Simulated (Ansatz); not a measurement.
Reaction (formal exchange of groups at the Si–C bond): `CC[SiH2]C` + `[BH2][GaH][O]CC` → `[BH2][GaH][SiH2]C` + diethyl ether

Isolated molecules relaxed with PBE0-D4/def2-TZVP in Ansatz; ΔE leaves out vibrations. CCSD(T)/CBS is the MP2 limit (def2-TZVPP, def2-QZVPP) plus CCSD(T) − MP2 in def2-TZVPP, frozen cores. DFT in def2-TZVPP. B3LYP here is the variant with VWN-RPA as its local correlation; programs differ in this. For Ga outer-core shells are correlated without core-valence functions, which leaves a few kJ/mol of doubt a bond. Scalar relativity is left out up to krypton. Each species was taken in one conformer, which may not be the lowest.

`CC[SiH2]C`:

Z-matrix (Å, degrees):
```
C
C 1 1.526
H 1 1.093 2 111.5
H 1 1.093 2 111.7 3 120.0
H 1 1.093 2 111.4 3 -119.8
Si 2 1.878 1 113.9 3 61.2
H 2 1.096 1 110.3 3 -60.8
H 2 1.096 1 110.3 3 -177.4
C 6 1.873 2 111.8 1 -60.0
H 6 1.493 2 109.1 1 61.0
H 6 1.492 2 109.4 1 178.5
H 9 1.093 6 110.9 2 -59.4
H 9 1.092 6 110.9 2 -179.3
H 9 1.093 6 111.2 2 60.8
```

`[BH2][GaH][O]CC`:

```xyz
13

B    -2.089    0.500    2.471
Ga   -0.343    0.742    1.373
O    -0.462    0.229   -0.340
C     0.613    0.273   -1.244
C     1.087   -1.120   -1.594
H    -2.314   -0.504    3.083
H    -2.916    1.362    2.538
H     1.078    1.301    1.757
H     0.274    0.786   -2.154
H     1.454    0.860   -0.843
H     0.260   -1.715   -1.988
H     1.878   -1.083   -2.348
H     1.481   -1.629   -0.710
```

`[BH2][GaH][SiH2]C`:

```xyz
12

B     2.930    0.967    0.463
Ga    1.341   -0.331    0.280
Si   -0.855    0.369   -0.470
C    -2.230   -0.852   -0.074
H     3.662    1.214   -0.454
H     3.156    1.552    1.485
H     1.504   -1.870    0.601
H    -1.201    1.708    0.095
H    -0.771    0.558   -1.951
H    -3.187   -0.505   -0.472
H    -2.012   -1.830   -0.508
H    -2.337   -0.980    1.005
```

`CCOCC`:

Cartesian coordinates in Å:
```
C -1.846 -1.455 -0.001
C -0.974 -0.230 0.099
O 0.200 -0.456 -0.641
C 1.046 0.665 -0.741
C 1.799 0.981 0.537
H -1.328 -2.328 0.401
H -2.770 -1.312 0.563
H -2.103 -1.660 -1.043
H -0.740 -0.020 1.153
H -1.499 0.653 -0.299
H 1.754 0.428 -1.539
H 0.465 1.542 -1.066
H 2.365 0.108 0.871
H 1.130 1.287 1.344
H 2.502 1.800 0.363
```

```
             level  ΔE (kJ/mol)  difference from CCSD(T)/CBS
           PBE0-D4         99.0                        -16.6
          B3LYP-D4        109.8                         -5.8
           ωB97X-V        111.1                         -4.5
           ωB97M-V        113.3                         -2.3
            B2PLYP        116.3                          0.7
               PBE         94.0                        -21.6
            r2SCAN        106.8                         -8.8
              PBE0         97.6                        -18.0
             B3LYP        106.8                         -8.8
     HF/def2-TZVPP        115.6                          0.0
    MP2/def2-TZVPP        127.2                         11.6
   CCSD/def2-TZVPP        114.8                         -0.8
CCSD(T)/def2-TZVPP        115.0                         -0.6
     HF/def2-QZVPP        117.1                          1.5
    MP2/def2-QZVPP        128.1                         12.5
    CCSD/CBS(def2)        115.4                         -0.2
       CCSD(T)/CBS        115.6                            0
```

Largest T1 diagnostic among the species: 0.014.

From PBE to PBE0 (25 % exact exchange), in def2-TZVPP and without D4, ΔE moves by +3.6 kJ/mol.

CCSD(T)/CBS has its own doubt, a few kJ/mol and more with outer-core shells, so smaller differences from it don't rank the levels.
